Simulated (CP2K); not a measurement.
Runs of CP2K 2026.2 on Pd. It takes space group Fm-3m (No. 225, cubic). The conventional cell has a = 3.893 Å, b = 3.893 Å, c = 3.893 Å, α = 90.00°, β = 90.00°, γ = 90.00°. Around Pd (site symmetry m-3m) lie 12 Pd at 2.75 Å. 

```csv
task,level,potentials or basis,smearing,EPS_DEFAULT,NGRIDS,basis sets,potentials,points a segment of the path (NPOINTS),gap on the mesh (eV),pressure (GPa),V0 of scaled cells (Å³/atom),B0 (GPa)
band structure,LDA,GTH_POTENTIALS Pd GTH-PADE-q18; TZVP-MOLOPT-PBE-GTH basis,fermi-dirac 0.0259 eV,1.0E-10,5,Pd TZVP-MOLOPT-PBE-GTH-q18,Pd GTH-PADE-q18 of GTH_POTENTIALS,10,none,-12.7,-,-
band structure,PBE,POTENTIAL_UZH Pd GTH-PBE-q18; TZVP-MOLOPT-PBE-GTH basis,fermi-dirac 0.0259 eV,1.0E-10,4,Pd TZVP-MOLOPT-PBE-GTH-q18,Pd GTH-PBE-q18 of POTENTIAL_UZH,6,none,8.8,-,-
single point,PBE,POTENTIAL_UZH Pd GTH-PBE-q18; TZVP-MOLOPT-PBE-GTH basis,fermi-dirac 0.05 eV,1.0E-10,4,Pd TZVP-MOLOPT-PBE-GTH-q18,Pd GTH-PBE-q18 of POTENTIAL_UZH,-,none,9.0,-,-
equation of state,PBE,POTENTIAL_UZH Pd GTH-PBE-q18; TZVP-MOLOPT-PBE-GTH basis,fermi-dirac 0.05 eV,1.0E-10,4,Pd TZVP-MOLOPT-PBE-GTH-q18,Pd GTH-PBE-q18 of POTENTIAL_UZH,-,-,-,15.46,167
band structure,r2SCAN,POTENTIAL_UZH Pd GTH-SCAN-q18; TZVP-MOLOPT-SCAN-GTH basis,fermi-dirac 0.05 eV,1.0E-9,4,Pd TZVP-MOLOPT-SCAN-GTH-q18,Pd GTH-SCAN-q18 of POTENTIAL_UZH,10,none,(b),-,-
equation of state,PBEsol,POTENTIAL_UZH Pd GTH-PBE-q18; TZVP-MOLOPT-PBE-GTH basis,fermi-dirac 0.05 eV,1.0E-9,5,Pd TZVP-MOLOPT-PBE-GTH-q18,Pd GTH-PBE-q18 of POTENTIAL_UZH,-,-,-,(a),(d)
equation of state,LDA,GTH_POTENTIALS Pd GTH-PADE-q18; TZVP-MOLOPT-PBE-GTH basis,fermi-dirac 0.1 eV,1.0E-9,5,Pd TZVP-MOLOPT-PBE-GTH-q18,Pd GTH-PADE-q18 of GTH_POTENTIALS,-,-,-,13.95,254
band structure,LDA,GTH_POTENTIALS Pd GTH-PADE-q18; TZVP-MOLOPT-PBE-GTH basis,fermi-dirac 0.05 eV,1.0E-9,4,Pd TZVP-MOLOPT-PBE-GTH-q18,Pd GTH-PADE-q18 of GTH_POTENTIALS,10,none,(c),-,-
```

Alike in all rows: no spin polarisation; cell as given; k mesh 12 × 12 × 12.

Task: Fill in the values left out.

Result: (a) 14.68; (b) 8.7; (c) -12.5; (d) 207.

Caveats: the basis of atomic orbitals isn't converged, which shifts pressures, moduli and gaps; the potentials were made for another functional, which shifts forces and pressure (some runs).

A k mesh can miss the band edges, and the runs leave out spin-orbit coupling on Pd.

A gap of «none» marks a metal or a gap under the smearing width.

Not every run made on this cell is shown here.
